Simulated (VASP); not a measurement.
# AlN (P6_3/mmc) in VASP: settings compared, part 3 of 3

VASP 6.6.1. Earlier steps stand in the parts before.

**4. G0W0 quasiparticle levels, LDA**

The input, POSCAR:

```
AlN
1.0
    3.3121157418      0.0000000000      0.0000000000
   -1.6560578709      2.8683763727      0.0000000000
    0.0000000000      0.0000000000      4.1875630000
Al N
2 2
Direct
    0.6666666667      0.3333333333      0.2500000000
    0.3333333333      0.6666666667      0.7500000000
    0.6666666667      0.3333333333      0.7500000000
    0.3333333333      0.6666666667      0.2500000000
```

The input, INCAR.step1:

```
SYSTEM = AlN
PREC = Accurate ; ENCUT = 450
EDIFF = 1E-8 ; ISMEAR = 0
SIGMA = 0.01 ; LREAL = .FALSE.
LASPH = .TRUE. ; NELM = 80
ALGO = Normal ; LWAVE = .TRUE.
LCHARG = .FALSE. ; GGA = CA
```

The input, INCAR.step2:

```
SYSTEM = AlN
PREC = Accurate ; ENCUT = 450
EDIFF = 1E-8 ; ISMEAR = 0
SIGMA = 0.01 ; LREAL = .FALSE.
LASPH = .TRUE. ; NELM = 1
ALGO = Exact ; LWAVE = .TRUE.
LCHARG = .FALSE. ; GGA = CA
NBANDS = 77 ; LOPTICS = .TRUE.
ISTART = 1
```

The input, INCAR.step3:

```
SYSTEM = AlN
PREC = Accurate ; ENCUT = 450
EDIFF = 1E-8 ; ISMEAR = 0
SIGMA = 0.01 ; LREAL = .FALSE.
LASPH = .TRUE. ; ALGO = EVGW0
LWAVE = .TRUE. ; LCHARG = .FALSE.
GGA = CA ; NELMGW = 1
NBANDS = 77 ; ENCUTGW = 120
NOMEGA = 48 ; PRECFOCK = Fast
ISTART = 1 ; NBANDSGW = 16
```

The input, INCAR.step4:

```
SYSTEM = AlN
PREC = Accurate ; ENCUT = 450
EDIFF = 1E-8 ; ISMEAR = 0
SIGMA = 0.01 ; LREAL = .FALSE.
LASPH = .TRUE. ; ALGO = BSE
LWAVE = .FALSE. ; LCHARG = .FALSE.
GGA = CA ; NBANDS = 77
ENCUTGW = 120 ; NBANDSO = 4
NBANDSV = 6 ; ANTIRES = 0
OMEGAMAX = 20 ; PRECFOCK = Fast
ISTART = 1 ; NBSEEIG = 10
```

The input, KPOINTS:

```
Automatic mesh
0
G
  5 5 4
  0 0 0
```

Potentials or basis: VASP PAW LDA potentials, release 64 (Al_GW, N_GW).

The run is started by

```
$ cat potpaw_LDA.64/Al_GW/POTCAR potpaw_LDA.64/N_GW/POTCAR > POTCAR
$ cp INCAR.step1 INCAR
$ mpirun -np 1 vasp_std > vasp.out
$ cp INCAR.step2 INCAR
$ mpirun -np 1 vasp_std > vasp.out
$ cp INCAR.step3 INCAR
$ mpirun -np 1 vasp_std > vasp.out
$ cp INCAR.step4 INCAR
$ mpirun -np 1 vasp_std > vasp.out
```

OUTCAR:

```text
SYSTEM = AlN
   PREC = Accurate
   ENCUT = 450
   EDIFF = 1E-8
   ISMEAR = 0
   LREAL = .FALSE.
   LASPH = .TRUE.
   GGA = CA
   ENCUTGW = 120
   PRECFOCK = Fast
   ISTART = 1

 ion  position               nearest neighbor table
   1  0.667  0.333  0.250-   4 1.91   4 1.91   4 1.91   3 2.09   3 2.09
   2  0.333  0.667  0.750-   3 1.91   3 1.91   3 1.91   4 2.09   4 2.09
   3  0.667  0.333  0.750-   2 1.91   2 1.91   2 1.91   1 2.09   1 2.09
   4  0.333  0.667  0.250-   1 1.91   1 1.91   1 1.91   2 2.09   2 2.09

  LATTYP: Found a hexagonal cell.
 ALAT       =     3.3121157418
 C/A-ratio  =     1.2643166261

  Lattice vectors:

 A1 = (   3.3121157418,   0.0000000000,   0.0000000000)
 A2 = (  -1.6560578709,   2.8683763727,   0.0000000000)
 A3 = (   0.0000000000,   0.0000000000,   4.1875630000)

Analysis of symmetry for initial positions (statically):
=====================================================================
 Subroutine PRICEL returns:
 Original cell was already a primitive cell.

 Routine SETGRP: Setting up the symmetry group for a
 hexagonal supercell.

 Subroutine GETGRP returns: Found 24 space group operations
 (whereof 12 operations were pure point group operations)
 out of a pool of 24 trial point group operations.

The static configuration has the point symmetry D_3d.
 The point group associated with its full space group is D_6h.

Analysis of symmetry for dynamics (positions and initial velocities):
=====================================================================
 Subroutine PRICEL returns:
 Original cell was already a primitive cell.

 Routine SETGRP: Setting up the symmetry group for a
 hexagonal supercell.

 Subroutine GETGRP returns: Found 24 space group operations
 (whereof 12 operations were pure point group operations)
 out of a pool of 24 trial point group operations.

The dynamic configuration has the point symmetry D_3d.
 The point group associated with its full space group is D_6h.
[... 63 lines left out ...]
  0.200000  0.200000  0.000000      6.000000
  0.400000  0.200000  0.000000      6.000000
  0.000000  0.000000  0.250000      2.000000
  0.200000  0.000000  0.250000     12.000000
  0.400000  0.000000  0.250000     12.000000
  0.200000  0.200000  0.250000     12.000000
  0.400000  0.200000  0.250000     12.000000
  0.000000  0.000000  0.500000      1.000000
  0.200000  0.000000  0.500000      6.000000
  0.400000  0.000000  0.500000      6.000000
  0.200000  0.200000  0.500000      6.000000
  0.400000  0.200000  0.500000      6.000000
   k-points           NKPTS =     15   k-points in BZ     NKDIM =    100   number of bands    NBANDS=     77
   number of dos      NEDOS =    301   number of ions     NIONS =      4
   total plane-waves  NPLWV =  17280
   dimension x,y,z NGX =    24 NGY =   24 NGZ =   30
   dimension x,y,z NGXF=    48 NGYF=   48 NGZF=   60
   ions per type =               2   2
   NGX,Y,Z   is equivalent  to a cutoff of  12.05, 12.05, 11.91 a.u.
   NGXF,Y,Z  is equivalent  to a cutoff of  24.09, 24.09, 23.82 a.u.
 SYSTEM =  AlN
   PREC   = accura    normal or accurate (medium, high low for compatibility)
   ISTART =      1    job   : 0-new  1-cont  2-samecut
   ICHARG =      0    charge: 1-file 2-atom 10-const
   ISPIN  =      1    spin polarized calculation?
   LNONCOLLINEAR =      F non collinear calculations
   LSORBIT =      F    spin-orbit coupling
   LASPH  =      T    aspherical Exc in radial PAW
   ENCUT  =  450.0 eV  33.07 Ry    5.75 a.u.   5.73  5.73  7.24*2*pi/ulx,y,z
   NELM   =     60;   NELMIN=  2; NELMDL=  0     # of ELM steps
   EDIFF  = 0.1E-07   stopping-criterion for ELM
   LREAL  =      F    real-space projection
   EDIFFG = 0.1E-06   stopping-criterion for IOM
   NSW    =      0    number of steps for IOM
   IBRION =     -1    ionic relax: 0-MD 1-quasi-New 2-CG
   NFREE  =      0    steps in history (QN), initial steepest desc. (CG)
   ISIF   =      0    stress and relaxation
   ISYM   =      3    0-nonsym 1-usesym 2-fastsym
   POTIM  = 0.5000    time-step for ionic-motion
   TEBEG  =    0.0;   TEEND  =   0.0 temperature during run
   PSTRESS=    0.0 pullay stress
   NELECT =      16.0000    total number of electrons
   NUPDOWN=      -1.0000    fix difference up-down
   EMIN   =  10.00;   EMAX   =-10.00  energy-range for DOS
   EFERMI =   0.00;   METHOD = LEGACY
   ISMEAR =     0;   SIGMA  =   0.01  broadening in eV -4-tet -1-fermi 0-gaus
   EFERMI_NEDOS =   21; number of points for ismear=-14 and -15
   IALGO  =     38    algorithm
   IMIX   =      4    mixing-type and parameters
     AMIX     =   0.40;   BMIX     =  1.00
     AMIX_MAG =   1.60;   BMIX_MAG =  1.00
  volume/ion in A,a.u.               =       9.95        67.12
  Fermi-wavevector in a.u.,A,eV,Ry     =   1.208409  2.283561 19.867927  1.460251
  Thomas-Fermi vector in A             =   2.344017
   LORBIT       =      0    0 simple, 1 ext, 2 COOP (PROOUT), +10 PAW based schemes
   GGA     = CA    functional components
   LHFCALC =     T    Hartree Fock is set to
   PRECFOCK=fast      Normal, Fast or Accurate (Low or Medium for compatibility)
   ENCUT4O =  -1.0   cutoff for four orbital integrals eV
   NKREDX  =     1    reduce k-point grid by
   NKREDY  =     1    reduce k-point grid by
   NKREDZ  =     1    reduce k-point grid by
   AEXX    =    1.0000 exact exchange contribution
   HFSCREEN=    0.0000 screening length (either q_TF or 0.3 A-1)
   HFSCREENC=   0.0000 screening length for correlation (either q_TF or 0.3 A-1)
   ENCUTFOCK=  -1.0 apply spherical cutoff to Coloumb kernel
   IVDW    =     0    specifies the selected vdW correction
   LEPSILON=     F    determine dielectric tensor
   LRPA    =     F    only Hartree local field effects (RPA)
   LRPAFORCE           =     F    calculate RPA forces
   ENCUTGW             = 120.0    cutoff for response function in eV
   ENCUTGWSOFT         =  96.0    soft cutoff for Coulomb kernel in GW response function in eV
   ENCUTLF             =  -1.0    cutoff for local field effects
   NELMGW              =     1    number of iterations in solving QP/BSE equation
   NELMHF              =     1    number of iterations in the inner HF iteration
   NKREDLFX            =     1    NKREDLFY  =   1   NKREDLFZ  =   1
 non-spin polarized calculation
 Gauss-broadening in eV      SIGMA  =   0.01
  energy-cutoff  :      450.00
  volume of cell :       39.78
 maximum number of plane-waves:       870
 NGX is ok and might be reduce to    24
  NGX = 14; NGY = 14; NGZ = 18
   NGX = 11   NGY = 11   NGZ = 15
 maximum number of plane-waves:       127
 NGX is ok and might be reduce to    14

 BSE (scaLAPACK) attempting allocation of   0.092 Gbyte  rank=   2400

=======================================================================
```

OUTCAR.step1:

```text
SYSTEM = AlN
   PREC = Accurate
   ENCUT = 450
   EDIFF = 1E-8
   ISMEAR = 0
   LREAL = .FALSE.
   LASPH = .TRUE.
   NELM = 80
[... 444 lines left out ...]
     -0.00000      1.91225      3.14067         0.000000     -0.000000      0.000000
      1.65606      0.95613      3.14067        -0.000000      0.000000      0.000000
     -0.00000      1.91225      1.04689         0.000000     -0.000000      0.000000
 -----------------------------------------------------------------------------------
    total drift:                               -0.000000     -0.000000     -0.000000

  FREE ENERGIE OF THE ION-ELECTRON SYSTEM (eV)
  ---------------------------------------------------
  free  energy   TOTEN  =       -32.4805669524 eV

  energy  without entropy=      -32.4805669524  energy(sigma->0) =      -32.48056695
```

OUTCAR.step2:

```text
SYSTEM = AlN
   PREC = Accurate
   ENCUT = 450
   EDIFF = 1E-8
[... 902 lines left out ...]
  --------------------------------------------------------------------------------------------------------------
     0.00000     4.82269     4.82269     5.19750     0.00000     0.00000     0.00000
     1.08216     4.88324     4.88324     5.28427     0.00000     0.00000     0.00000
     2.16432     5.08416     5.08416     5.61494     0.00000     0.00000     0.00000
     3.24648     5.49864     5.49864     5.64589     0.00000     0.00000     0.00000
     4.32864     6.46351     6.46351     6.53093     0.00000     0.00000    -0.00000
     5.41080     8.01626     8.01626    10.06633     0.00000     0.00000    -0.00000
[... 92 lines left out ...]
   106.05177     0.95155     0.95155     0.95192     0.00000    -0.00000    -0.00000
   107.13393     0.95262     0.95262     0.95299     0.00000    -0.00000    -0.00000
```

It took 6.1 min on 1 thread of Intel Xeon Platinum 8259CL at 2.50GHz (Skylake/Cascade Lake), shared host; peak memory 0.54 GiB.

What came out:

```yaml
Band_gap_on_the_k_mesh_mean-field_level: 3.28 eV, direct
Quasiparticle_gap: 4.60 eV
Least_direct_quasiparticle_gap: 4.60 eV
```

Dielectric function (mean over the directions given):
| energy (eV) | real part | imaginary part |
| --- | --- | --- |
| 0.32 | 4.17 | 0.00 |
| 1.28 | 4.25 | 0.01 |
| 2.32 | 4.46 | 0.03 |
| 3.36 | 4.94 | 0.08 |
| 4.40 | 5.12 | 0.18 |
| 5.45 | 7.41 | 0.50 |
| 6.49 | 5.19 | 3.15 |
| 7.53 | 4.28 | 10.82 |
| 8.57 | 1.92 | 6.08 |
| 9.61 | -1.50 | 7.17 |
| 10.57 | 2.27 | 4.37 |
| 11.61 | 0.61 | 1.91 |
| 12.65 | -0.96 | 4.10 |
| 13.69 | -2.84 | 2.09 |
| 14.73 | -1.72 | 1.00 |
| 15.78 | -1.17 | 0.52 |
| 16.82 | -0.58 | 0.12 |
| 17.86 | -0.39 | 0.04 |
| 18.90 | -0.13 | 0.02 |
| 19.94 | 0.04 | 0.01 |

Lowest excitation energies (eV) and strengths:
| energy | strength |
| --- | --- |
| 4.021 | 4.4 |
| 5.266 | 0 |
| 5.800 | 5.29 |
| 5.800 | 5.23 |
| 6.116 | 12.8 |
| 6.203 | 0 |
| 6.203 | 0 |
| 6.261 | 0 |
| 6.278 | 0 |
| 6.279 | 0 |

Caveat: the k mesh is coarse (spacing up to 0.44 Å⁻¹), so the values aren't converged; bands, screening cutoff and mesh are small and nothing is extrapolated, so the quasiparticle values aren't converged; spectra need much finer meshes, so this one isn't converged.
